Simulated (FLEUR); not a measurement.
HfN: equation of state with LDA

Crystal: HfN.

```
Hf N
1.0
     0.00000    2.25600    2.25600
     2.25600    0.00000    2.25600
     2.25600    2.25600    0.00000
Hf N
1 1
Direct
  0.00000 0.00000 0.00000
  0.50000 0.50000 0.50000
```

| Item | Value |
| --- | --- |
| Program | FLEUR MaX-R8.1 (later development tree) |
| Task | equation of state |
| Functional | LDA |
| Potentials or basis | all-electron |
| Basis | FLAPW |
| Kmax | 4.93 1/bohr |
| k mesh | 10 × 10 × 10 |
| Occupations | fermi-dirac, width 0.05 eV |
| Spin | no spin polarisation |

The equilibrium volume is 11.15 Å³/atom and the bulk modulus is 304 GPa. The pressure derivative of the bulk modulus is 4.5 (rough: it moves with the points fitted).

Energy against volume, from the lowest point:
```
volume (Å³/atom)  energy (meV/atom)
          10.793              10.00
          11.023               0.00
          11.482               7.46
          11.941              45.71
          12.171              74.17
```

The run has no spin-orbit coupling, so splittings on Hf are missing. Zero-point motion and thermal expansion aren't in these numbers.
